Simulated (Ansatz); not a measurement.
# Ti (P6_3/mmc) in Ansatz: settings compared

The runs below take Ti through band structure, with PBE, PBEsol, RPBE, revPBE.

Program: Ansatz 0.2.0. These are calculated values, not measurements. Logs are shortened: lines on timing, memory, paths and dates and some standing lists are left out, and cuts for length are marked.

## Step 1: The crystal as given

Symmetry: P6_3/mmc, No. 194, hexagonal system. Conventional cell: a = 2.950 Å, b = 2.950 Å, c = 4.680 Å, α = 90.00°, β = 90.00°, γ = 120.00°. Ti (site symmetry -6m2) has 12 Ti at 2.89 to 2.95 Å as nearest neighbours.

## Step 2: Band structure, PBE

input.yaml

```yaml
crystal:
  lattice:
    - [2.95, 0.0, 0.0]
    - [-1.475, 2.5547749412, 0.0]
    - [0.0, 0.0, 4.68]
  atoms:
    - { symbol: Ti, position: [0.6666666667, 0.3333333333, 0.75] }
    - { symbol: Ti, position: [0.3333333333, 0.6666666667, 0.25] }
hamiltonian:
  xc: pbe
  pseudopotentials: { kind: paw }
kpoints:
  mp_grid: { grid: [6, 6, 3] }
  band_path:
    path:
      - [[0.0, 0.0, 0.0], [0.5, 0.0, 0.0], [0.3333333333, 0.3333333333, 0.0], [0.0, 0.0, 0.0], [0.0, 0.0, 0.5], [0.5, 0.0, 0.5], [0.3333333333, 0.3333333333, 0.5], [0.0, 0.0, 0.5]]
      - [[0.5, 0.0, 0.5], [0.5, 0.0, 0.0]]
      - [[0.3333333333, 0.3333333333, 0.0], [0.3333333333, 0.3333333333, 0.5]]
    npoints: 14
scf:
  occupations: { method: fermi_dirac, width: 0.05 }
  n_extra_bands: 6
output:
  forces: true
  stress: true
  eigenvalues: true
  fatbands: false
```

Potentials or basis: Ansatz PAW.

Started as:

```bash
$ ansatz run input.yaml --threads 2 --pin off --max-ram 5632MiB --backend cpu --events-out ev --progress --plain --runs-dir out
```

What it wrote:

```text
Warning: RAYON_NUM_THREADS=2 ignored (pool sized by the plan → 2); use --threads N
scf.n_extra_bands = 6 over 12 filled bands (N_el = 24.0): the run solves 18 bands
Engine: ansatz 0.2.0, aarch64-unknown-linux-gnu
Pseudopotentials: kind: paw
Pseudopotential: Ti, paw, valence charge 12, recommended cutoff 420 eV (normal), Ti.paw.azcp
Functional definition: PBE
  parameter kappa = 0.804
  parameter beta = 0.06672455060314922
  exchange = pbe_x(kappa = kappa, mu = beta*pi^2/3)
  correlation = pbe_c(beta = beta)
Crystal: 2 atoms, lattice volume = 35.271 Å³
Basis set: ecut = 420 eV, 687 PW (Γ), exchange–correlation on 40×40×64 points (8 copies of the dense FFT grid, shifted against one another)
Bands: 18, of which v1, the nominal top of the filled ones, is band 12 counted from 1 (11 counted from 0)
Symmetry: 24 space group operations
Space group: P63/mmc (ITA 194), of the structure as read, at distance tolerance 3.3e-5 Å
k-points: 14 of 108
Non-local potential: Ti, projectors of the file, l = 0: 3, l = 1: 2, l = 2: 3, l = 3: 1
PAW form: soft (Blöchl's): semilocal exchange-correlation on the pseudo side does not see the compensation charge
PAW one-centre angular grid: Ti, 590 points (default); XC on 64 Gauss nodes
Initial density: superposition of atomic densities (neutral atoms: chi_scale 0, normalization atom), corrected by the library's trained network
Initial wavefunctions: pseudopotential atomic-orbital guess
Functional: x = pbe(κ = 0.804, μ = 0.2195149727645171), c = pbe(β = 0.06672455060314922)
SCF iter   1: F=—  HF=-4999.317292 eV  |F-HF|=—  |Δ(HF+E_count)|=         —  Δρ=5.00e-3  dr2=4.86e-3  ethr=1.77e-3  ⟨swp⟩=4.4  Hψ=1071  notcnv=0
preconditioner: auto → none  [metal: Δε(μ)=0.092 eV  Ē_g=3.390 eV  σ=0.050 eV  W_gap=0.43  n_scr=8 (ndim 8)  ℏωp=17.7 eV  f_vac=0.000  D(μ)=3.53/eV (n_scr^D=36)  sad-step TF]
SCF iter   2: F=—  HF=-4999.316305 eV  |F-HF|=—  |Δ(HF+E_count)|=   9.87e-4  Δρ=2.45e-3  dr2=1.37e-3  ethr=2.03e-5  ⟨swp⟩=1.0  Hψ=364  notcnv=0
SCF iter   3: F=—  HF=-4999.316357 eV  |F-HF|=—  |Δ(HF+E_count)|=   5.16e-5  Δρ=3.33e-4  dr2=1.96e-5  ethr=5.69e-6  ⟨swp⟩=2.2  Hψ=328  notcnv=0
SCF iter   4: F=—  HF=-4999.316378 eV  |F-HF|=—  |Δ(HF+E_count)|=   2.17e-5  Δρ=1.09e-4  dr2=3.68e-6  ethr=8.15e-8  ⟨swp⟩=2.3  Hψ=415  notcnv=0
iter 5 did not close the SCF: its close was put off for the readings that it lacked (scf_convergence_deferred on its scf_iter line)
SCF iter   5: F=-4999.316377 eV  HF=-4999.316377 eV  |F-HF|=3.28e-9  |Δ(HF+E_count)|=   8.04e-7  Δρ=1.39e-5  dr2=4.87e-8  ethr=1.53e-8  ⟨swp⟩=2.9  Hψ=449  notcnv=0
SCF iter   6: F=-4999.316377 eV  HF=-4999.316377 eV  |F-HF|=2.55e-11  |Δ(HF+E_count)|=   8.26e-9  Δρ=6.67e-7  dr2=5.30e-11  ethr=2.03e-10  ⟨swp⟩=2.0  Hψ=730  notcnv=0
SCF 1 converged in 6 iterations: F = -4999.316377 eV  dr2 = 5.30e-11
NSCF: frozen V_eff on 129 k-points
SCF converged after 6 iterations
Free energy (F): -4999.316377 eV
Harris-Foulkes:  -4999.316377 eV  (|F-HF|=2.55e-11)
Internal energy: -4999.287830 eV  (E = F + TS)
E sigma→0 (E₀):  -4999.302104 eV
Entropy (-TS):   -0.028548 eV (-14.274 meV/atom)
Fermi energy:    13.178478 eV
--- Per-component energies (eV) ---
  E_band       = -321.212468
  E_kinetic    = 543.848038
  E_local      = -1641.854005  (includes V_loc(G=0)·N_el)
  E_nonlocal   = 15.929048
  E_hartree    = 672.880187
  E_xc         = -194.673430
  E_vxc        = -243.517506  (∫ρ·V_xc dr)
  E_paw        = -2094.939049  (= ΣΔE_a)
  E_vpaw       = -341.378510  (= ΣTr[D̂ρ^β])
  E_aug_tail   = 0.000247  (compensation charges beyond the density's cutoff)
  E_ewald      = -2300.478866
  E_smearing   = -0.028548  (= −TS)
  E_closure    = 0.000000  (closes the sum)
  Σ components = -4999.316377   (vs F -4999.316377, Δ=0.00e0)
--- Forces (eV/Å), atoms counted from 1 ---
  atom   1  Ti     0.00000000     0.00000000     0.00000000
  atom   2  Ti     0.00000000    -0.00000000    -0.00000000
  max |Σ_I F_I| component: 1.85e-17 eV/Å
--- Stress (GPa, compression-positive) ---
       -0.972230      -0.000000       0.000000
        0.000000      -0.972230      -0.000000
        0.000000      -0.000000      -1.089747
  P = ⅓ Tr σ = -1.0114 GPa (-10.114 kbar)
--- Band table (eV; the first three rows and the last of 14) ---
  k-point 0: bands = ["-43.7122", "-43.5833", "-20.2986", "-19.6832", "-19.6832", "-19.6241", "-19.5873", "-19.5873", "6.9901", "10.4884", "13.8498", "13.9045", "13.9045", "14.0035", "14.3896", "14.3896", "14.7433", "14.7433"]
  k-point 1: bands = ["-43.6802", "-43.6158", "-20.1350", "-19.7980", "-19.6593", "-19.6593", "-19.6114", "-19.6114", "7.8711", "9.7830", "13.1217", "13.5607", "13.7387", "13.7387", "14.0238", "14.0238", "15.4453", "15.4453"]
  k-point 2: bands = ["-43.6876", "-43.5740", "-20.2427", "-19.7949", "-19.7194", "-19.7015", "-19.6489", "-19.6029", "7.7342", "11.0289", "12.8440", "13.1307", "14.0339", "14.3888", "14.4159", "14.4274", "14.6051", "14.8505"]
  k-point 13: bands = ["-43.5712", "-43.5712", "-20.0926", "-20.0926", "-19.9966", "-19.8880", "-19.7406", "-19.7406", "11.7637", "11.9382", "11.9821", "11.9821", "13.0374", "13.0374", "14.5786", "15.3068", "16.2241", "16.2241"]
```

Wall time 1.1 s (2 threads of Arm Neoverse V1, shared host); peak memory 0.28 GiB.

What came out:

```
Free energy            : -4999.3164 eV
Pressure               : -1.0 GPa
Band gap on the k mesh : none (metal or under the smearing width)
```

Levels at the corners of the path, in eV from the Fermi level:
```
point  band 8  band 9  band 10  band 11  band 12  band 13  band 14  band 15  band 16  band 17
    Γ  -32.77   -6.19    -2.69     0.67     0.73     0.73     0.83     1.21     1.21     1.56
    M  -32.84   -2.36    -2.16    -1.85    -0.68     0.44     0.57     1.11     3.25     3.46
    K  -33.01   -1.68    -1.42    -1.42    -1.32     0.18     0.18     1.43     2.96     2.96
    Γ  -32.77   -6.19    -2.69     0.67     0.73     0.73     0.83     1.21     1.21     1.56
    A  -32.81   -4.36    -4.36     0.04     0.04     0.64     0.64     0.64     0.64     2.71
    L  -32.92   -2.54    -2.54    -0.84    -0.84     1.25     1.25     1.67     1.67     3.38
    H  -32.89   -1.26    -1.26    -1.10    -1.10    -0.27    -0.27     1.61     1.61     3.06
    A  -32.81   -4.36    -4.36     0.04     0.04     0.64     0.64     0.64     0.64     2.71
    L  -32.92   -2.54    -2.54    -0.84    -0.84     1.25     1.25     1.67     1.67     3.38
    M  -32.84   -2.36    -2.16    -1.85    -0.68     0.44     0.57     1.11     3.25     3.46
    K  -33.01   -1.68    -1.42    -1.42    -1.32     0.18     0.18     1.43     2.96     2.96
    H  -32.89   -1.26    -1.26    -1.10    -1.10    -0.27    -0.27     1.61     1.61     3.06
```

Caveat: the k mesh is coarse (spacing up to 0.45 Å⁻¹), so the values aren't converged.

## Step 3: Band structure, PBEsol

Changes to input.yaml since step 2:

```diff
@@ -9,3 +9,3 @@
 hamiltonian:
-  xc: pbe
+  xc: pbesol
   pseudopotentials: { kind: paw }
```

Potentials or basis: Ansatz PAW.

Started as:

```bash
$ ansatz run input.yaml --threads 2 --pin off --max-ram 5632MiB --backend cpu --events-out ev --progress --plain --runs-dir out
```

What it wrote:

```text
Warning: RAYON_NUM_THREADS=2 ignored (pool sized by the plan → 2); use --threads N
scf.n_extra_bands = 6 over 12 filled bands (N_el = 24.0): the run solves 18 bands
Engine: ansatz 0.2.0, aarch64-unknown-linux-gnu
Pseudopotentials: kind: paw
Pseudopotential: Ti, paw, valence charge 12, recommended cutoff 420 eV (normal), Ti.paw.azcp
Functional definition: PBEsol
  exchange = pbesol_x
  correlation = pbesol_c
Crystal: 2 atoms, lattice volume = 35.271 Å³
Basis set: ecut = 420 eV, 687 PW (Γ), exchange–correlation on 40×40×64 points (8 copies of the dense FFT grid, shifted against one another)
Bands: 18, of which v1, the nominal top of the filled ones, is band 12 counted from 1 (11 counted from 0)
Symmetry: 24 space group operations
Space group: P63/mmc (ITA 194), of the structure as read, at distance tolerance 3.3e-5 Å
k-points: 14 of 108
Non-local potential: Ti, projectors of the file, l = 0: 3, l = 1: 2, l = 2: 3, l = 3: 1
PAW form: soft (Blöchl's): semilocal exchange-correlation on the pseudo side does not see the compensation charge
PAW frozen core: Ti, regenerated for the run's functional, and the local potential with it (the file was generated under x = pbe(κ = 0.804, μ = 0.2195149727645171), c = pbe(β = 0.06672455060314922))
PAW one-centre angular grid: Ti, 590 points (default); XC on 64 Gauss nodes
Initial density: superposition of atomic densities (neutral atoms: chi_scale 0, normalization atom), corrected by the library's trained network
Initial wavefunctions: pseudopotential atomic-orbital guess
Functional: x = pbesol(κ = 0.804, μ = 0.12345679012345678), c = pbesol(β = 0.046)
SCF iter   1: F=—  HF=-4947.750874 eV  |F-HF|=—  |Δ(HF+E_count)|=         —  Δρ=8.58e-3  dr2=2.09e-2  ethr=1.77e-3  ⟨swp⟩=4.4  Hψ=1072  notcnv=0
preconditioner: auto → none  [metal: Δε(μ)=0.096 eV  Ē_g=3.431 eV  σ=0.050 eV  W_gap=0.44  n_scr=8 (ndim 8)  ℏωp=17.7 eV  f_vac=0.000  D(μ)=3.50/eV (n_scr^D=36)  sad-step TF]
SCF iter   2: F=—  HF=-4947.744879 eV  |F-HF|=—  |Δ(HF+E_count)|=   5.99e-3  Δρ=3.72e-3  dr2=4.29e-3  ethr=8.72e-5  ⟨swp⟩=2.1  Hψ=441  notcnv=0
SCF iter   3: F=—  HF=-4947.743665 eV  |F-HF|=—  |Δ(HF+E_count)|=   1.21e-3  Δρ=3.13e-4  dr2=1.43e-5  ethr=1.79e-5  ⟨swp⟩=2.9  Hψ=482  notcnv=0
SCF iter   4: F=—  HF=-4947.743657 eV  |F-HF|=—  |Δ(HF+E_count)|=   7.89e-6  Δρ=4.71e-5  dr2=3.61e-7  ethr=5.97e-8  ⟨swp⟩=2.0  Hψ=410  notcnv=0
iter 5 did not close the SCF: its close was put off for the readings that it lacked (scf_convergence_deferred on its scf_iter line)
SCF iter   5: F=-4947.743657 eV  HF=-4947.743657 eV  |F-HF|=4.38e-8  |Δ(HF+E_count)|=   3.22e-7  Δρ=1.61e-5  dr2=7.30e-8  ethr=1.50e-9  ⟨swp⟩=2.1  Hψ=417  notcnv=0
SCF iter   6: F=-4947.743657 eV  HF=-4947.743657 eV  |F-HF|=4.42e-10  |Δ(HF+E_count)|=   1.42e-8  Δρ=1.59e-6  dr2=6.58e-10  ethr=3.04e-10  ⟨swp⟩=1.6  Hψ=746  notcnv=0
SCF 1 converged in 6 iterations: F = -4947.743657 eV  dr2 = 6.58e-10
NSCF: frozen V_eff on 129 k-points
SCF converged after 6 iterations
Free energy (F): -4947.743657 eV
Harris-Foulkes:  -4947.743657 eV  (|F-HF|=4.42e-10)
Internal energy: -4947.714793 eV  (E = F + TS)
E sigma→0 (E₀):  -4947.729225 eV
Entropy (-TS):   -0.028864 eV (-14.432 meV/atom)
Fermi energy:    13.048674 eV
--- Per-component energies (eV) ---
  E_band       = -321.757201
  E_kinetic    = 543.173988
  E_local      = -1642.635434  (includes V_loc(G=0)·N_el)
  E_nonlocal   = 18.485068
  E_hartree    = 670.985107
  E_xc         = -192.893487
  E_vxc        = -242.326985  (∫ρ·V_xc dr)
  E_paw        = -2044.630168  (= ΣΔE_a)
  E_vpaw       = -340.423086  (= ΣTr[D̂ρ^β])
  E_aug_tail   = 0.000231  (compensation charges beyond the density's cutoff)
  E_ewald      = -2300.478866
  E_core_change = 0.278769  (= ΣΔE_core)
  E_smearing   = -0.028864  (= −TS)
  E_closure    = 0.000000  (closes the sum)
  Σ components = -4947.743657   (vs F -4947.743657, Δ=0.00e0)
--- Forces (eV/Å), atoms counted from 1 ---
  atom   1  Ti     0.00000000     0.00000000     0.00000000
  atom   2  Ti     0.00000000     0.00000000    -0.00000000
  max |Σ_I F_I| component: 1.85e-17 eV/Å
--- Stress (GPa, compression-positive) ---
       -5.169941      -0.000000       0.000000
        0.000000      -5.169941      -0.000000
        0.000000      -0.000000      -5.398695
  P = ⅓ Tr σ = -5.2462 GPa (-52.462 kbar)
--- Band table (eV; the first three rows and the last of 14) ---
  k-point 0: bands = ["-43.6080", "-43.4766", "-20.2999", "-19.6754", "-19.6754", "-19.6147", "-19.5780", "-19.5780", "6.8570", "10.3543", "13.7333", "13.7774", "13.7774", "13.8815", "14.2649", "14.2649", "14.6133", "14.6133"]
  k-point 1: bands = ["-43.5754", "-43.5097", "-20.1337", "-19.7913", "-19.6511", "-19.6511", "-19.6024", "-19.6024", "7.7392", "9.6507", "13.0013", "13.4380", "13.6092", "13.6092", "13.8962", "13.8962", "15.3221", "15.3221"]
  k-point 2: bands = ["-43.5830", "-43.4671", "-20.2430", "-19.7889", "-19.7122", "-19.6940", "-19.6398", "-19.5938", "7.6022", "10.8989", "12.7213", "13.0009", "13.9057", "14.2570", "14.2852", "14.3034", "14.4874", "14.7290"]
  k-point 13: bands = ["-43.4642", "-43.4642", "-20.0909", "-20.0909", "-19.9939", "-19.8836", "-19.7332", "-19.7332", "11.6323", "11.8100", "11.8498", "11.8498", "12.9137", "12.9137", "14.4489", "15.1836", "16.1182", "16.1182"]
```

Run time: 1.1 s. Hardware: 2 threads of Arm Neoverse V1, shared host; peak memory 0.28 GiB.

What came out:

- Free energy: -4947.7437 eV
- Pressure: -5.2 GPa
- Band gap on the k mesh: none (metal or under the smearing width)

Levels at the corners of the path, in eV from the Fermi level:
```
point  band 8  band 9  band 10  band 11  band 12  band 13  band 14  band 15  band 16  band 17
    Γ  -32.63   -6.19    -2.69     0.68     0.73     0.73     0.83     1.22     1.22     1.56
    M  -32.70   -2.36    -2.16    -1.85    -0.67     0.44     0.57     1.11     3.27     3.48
    K  -32.88   -1.69    -1.41    -1.41    -1.32     0.18     0.18     1.43     2.99     2.99
    Γ  -32.63   -6.19    -2.69     0.68     0.73     0.73     0.83     1.22     1.22     1.56
    A  -32.68   -4.36    -4.36     0.04     0.04     0.64     0.64     0.64     0.64     2.72
    L  -32.78   -2.55    -2.55    -0.84    -0.84     1.25     1.25     1.67     1.67     3.40
    H  -32.75   -1.26    -1.26    -1.10    -1.10    -0.26    -0.26     1.61     1.61     3.08
    A  -32.68   -4.36    -4.36     0.04     0.04     0.64     0.64     0.64     0.64     2.72
    L  -32.78   -2.55    -2.55    -0.84    -0.84     1.25     1.25     1.67     1.67     3.40
    M  -32.70   -2.36    -2.16    -1.85    -0.67     0.44     0.57     1.11     3.27     3.48
    K  -32.88   -1.69    -1.41    -1.41    -1.32     0.18     0.18     1.43     2.99     2.99
    H  -32.75   -1.26    -1.26    -1.10    -1.10    -0.26    -0.26     1.61     1.61     3.08
```

Caveat: the k mesh is coarse (spacing up to 0.45 Å⁻¹), so the values aren't converged; the PAW data sets come from PBE, with cores solved anew for the run's functional, which leaves a small shift of forces and pressure.

[end of part 1 of 2]
